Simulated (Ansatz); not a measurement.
Molecular dynamics on a 2×2×1 supercell (16 atoms) of AgCl (wurtzite), relaxed with r2SCAN. Forces come from PBE in Ansatz: a Nosé-Hoover thermostat at fixed volume, 1700 K, steps of 1 fs. Computed, non-magnetic; the trajectory is short and the cell small, so nothing here is a converged average. The structure comes from a prototype and may be hypothetical.

```yaml
crystal:
  lattice:
    - [9.0394823181, 0.0, 0.0]
    - [-4.5197411591, 7.8284213245, 0.0]
    - [0.0, 0.0, 5.722495049]
  atoms:
    - { symbol: Ag, position: [0.1666666667, 0.3333333333, -0.0622204511] }
    - { symbol: Ag, position: [0.3333333333, 0.1666666667, 0.4377795489] }
    - { symbol: Cl, position: [0.1666666667, 0.3333333333, 0.4372204511] }
    - { symbol: Cl, position: [0.3333333333, 0.1666666667, 0.9372204511] }
    - { symbol: Ag, position: [0.1666666667, 0.8333333333, -0.0622204511] }
    - { symbol: Ag, position: [0.3333333333, 0.6666666667, 0.4377795489] }
    - { symbol: Cl, position: [0.1666666667, 0.8333333333, 0.4372204511] }
    - { symbol: Cl, position: [0.3333333333, 0.6666666667, 0.9372204511] }
    - { symbol: Ag, position: [0.6666666667, 0.3333333333, -0.0622204511] }
    - { symbol: Ag, position: [0.8333333333, 0.1666666667, 0.4377795489] }
    - { symbol: Cl, position: [0.6666666667, 0.3333333333, 0.4372204511] }
    - { symbol: Cl, position: [0.8333333333, 0.1666666667, 0.9372204511] }
    - { symbol: Ag, position: [0.6666666667, 0.8333333333, -0.0622204511] }
    - { symbol: Ag, position: [0.8333333333, 0.6666666667, 0.4377795489] }
    - { symbol: Cl, position: [0.6666666667, 0.8333333333, 0.4372204511] }
    - { symbol: Cl, position: [0.8333333333, 0.6666666667, 0.9372204511] }
kpoints:
  mp_grid: { grid: [3, 3, 2] }
hamiltonian:
  xc: pbe
scf:
  occupations: { method: fermi_dirac, width: 0.146 }
md:
  ensemble: nvt_nose_hoover
  temperature: 1700
  timestep: 1.0
  n_steps: 30
  initial_velocities: maxwell_boltzmann
  seed: 6946
```

Run as `ansatz run input.yaml --threads 4 --pin off --max-ram 3686MiB --backend cpu --events-out ev --progress --plain --runs-dir out`. It took 6 min on 4 threads of Intel(R) Xeon(R) Processor @ 2.50GHz (Skylake/Cascade Lake), with other jobs on the host, load about 0.9 per core; peak host memory 1.6 GiB.

```csv
step,t (fs),T (K),free energy F from step 0 (meV/atom),kinetic energy (meV/atom),largest force (eV/Å)
0,0,1700,0.0,206.0,0.00
1,1,1699,0.1,205.9,0.08
2,2,1696,0.5,205.5,0.17
3,3,1691,1.1,204.9,0.26
4,4,1684,1.9,204.1,0.35
5,5,1675,3.0,203.0,0.46
6,6,1664,4.4,201.6,0.57
7,7,1650,6.0,200.0,0.69
8,8,1635,7.9,198.1,0.81
9,9,1617,10.1,195.9,0.94
10,10,1597,12.5,193.5,1.09
11,11,1574,15.3,190.8,1.24
12,12,1549,18.3,187.8,1.39
13,13,1522,21.6,184.5,1.56
14,14,1493,25.1,181.0,1.73
15,15,1462,28.9,177.2,1.91
16,16,1429,32.9,173.2,2.10
17,17,1395,37.1,169.0,2.29
18,18,1359,41.6,164.6,2.48
19,19,1321,46.1,160.1,2.67
20,20,1283,50.8,155.5,2.86
21,21,1244,55.6,150.8,3.05
22,22,1205,60.3,146.1,3.22
23,23,1167,65.1,141.4,3.39
24,24,1129,69.7,136.8,3.55
25,25,1092,74.3,132.4,3.68
26,26,1057,78.6,128.1,3.80
27,27,1024,82.7,124.1,3.90
28,28,994,86.5,120.4,3.97
29,29,966,90.0,117.0,4.02
30,30,941,93.2,114.0,4.04
```

The temperature goes from 1700 K to 941 K in 30 fs. The thermostat hasn't had time to restore it. The atoms start on their lattice sites with kinetic energy alone, so much of it first passes into potential energy. By the last step the atoms have moved 0.22 Å in the root mean square, the drift of the whole cell taken out, 0.40 Å at most.

Positions (Å) and forces (eV/Å) at step 30:
```
Ag   0.075   2.647  -0.445    -0.311   0.221  -0.045
Ag   2.131   1.222   2.296     0.146   3.189  -0.264
Cl  -0.052   2.504   2.436    -0.182   0.674   0.167
Cl   2.157   1.297   5.283     0.502   0.187  -0.147
Ag  -2.310   6.573  -0.308     0.305  -0.083   0.046
Ag   0.077   5.234   2.547    -0.404  -0.285   0.325
Cl  -2.365   6.920   2.591     0.111  -4.023   0.326
Cl   0.034   5.246   5.680    -0.061   0.092  -0.619
Ag   4.503   2.604  -0.060    -0.021  -0.312  -1.296
Ag   6.759   1.200   2.413     0.118   1.634   0.036
Cl   4.495   2.607   2.298    -0.126   0.131   1.415
Cl   6.841   1.332   5.327    -0.084  -0.071  -0.155
Ag   2.440   6.507  -0.377    -0.119   0.052   0.037
Ag   4.484   5.173   2.595     0.023   0.236  -0.365
Cl   2.058   6.763   2.512     0.415  -1.844   0.152
Cl   4.665   5.118   5.141    -0.313   0.203   0.386
```
